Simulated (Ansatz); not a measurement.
## The polar optical mode of AlN at 30 GPa, worked through

Computed with DFT PBEsol, scalar-relativistic, plane waves, PAW (Ansatz 0.2.0). Plane waves to 420 eV; Γ-centred k mesh 10×10×10; fixed occupations. No spin polarisation. Phonons by linear response, acoustic sum rule imposed.

The cell, relaxed at 30 GPa:
```
CELL_PARAMETERS angstrom
0.00000 2.10366 2.10366
2.10366 0.00000 2.10366
2.10366 2.10366 0.00000
ATOMIC_POSITIONS crystal
Al 0.00000 0.00000 0.00000
N 0.75000 0.75000 0.75000
```

Other phases may be more stable at this pressure.

Linear response gives ν_TO = 765.4 cm⁻¹, Born charges ±2.533 e (positive on Al) and ε∞ = 4.465. The primitive cell holds 18.619 Å³, and the masses are 26.982 and 14.007 amu.

Problem. Find ν_LO and the static dielectric constant.

Solution. The long-wave field adds a restoring force: ω_LO² − ω_TO² = Z*²e²/(ε_vac ε∞ μV). In these units ν_LO² − ν_TO² = 4.92064×10⁷ Z*²/(μ V ε∞) cm⁻², with μ = m₁m₂/(m₁ + m₂) = 9.220 amu: 411840 cm⁻². So ν_LO = √(765.4² + 411840) = 998.9 cm⁻¹, and the run gives 998.9. Lyddane–Sachs–Teller then gives ε0 = ε∞ (ν_LO/ν_TO)² = 7.60, against 7.60 in the run (it forms both from the same three quantities, so the match checks the arithmetic only). Between ν_TO and ν_LO the dielectric function is negative and an undamped crystal reflects fully: a reststrahlen band from 10.0 to 13.1 μm.

Problem. What do the Clausius–Mossotti polarisability and the Szigeti charge come to?

Solution. With the Lorentz local field, α = (3V/4π)(ε∞ − 1)/(ε∞ + 2) = 2.38 Å³ for the pair, and e_S = 3Z*/(ε∞ + 2) = 1.18 e. The Born charge includes the electrons' response to the dipole's own local field, and e_S takes that enhancement out. The Lorentz field assumes point-like polarisable ions, a poor picture once ε∞ is this large, since the electron clouds then overlap or are shared, so both numbers are formal here.

Problem. How strongly does a slow electron couple to the LO mode?

Solution. For one isotropic parabolic band, Fröhlich's constant is α_F = (1/ε∞ − 1/ε0) √(m* Ry/ħω_LO), with Ry = 13.606 eV, ħω_LO = 123.8 meV and m* in free-electron masses: α_F = 0.0925 × 10.48 × √m* = 0.97 √m*. The band mass isn't part of this run; for m* = 0.1, 0.3 and 1 it gives 0.31, 0.53, 0.97. In weak coupling the polaron lies α_F ħω_LO below the band edge (66 meV at m* = 0.3) with a mass m*(1 + α_F/6); past α_F of about 5 or 6 that expansion fails. A semilocal functional's ε∞ tends to be too large, which taken alone lowers α_F.

This zinc-blende form isn't the usual stable structure of the compound at low pressure.

Cost: 1 run of about 0.66 core-minutes, on Arm Neoverse N1 (shared hosts).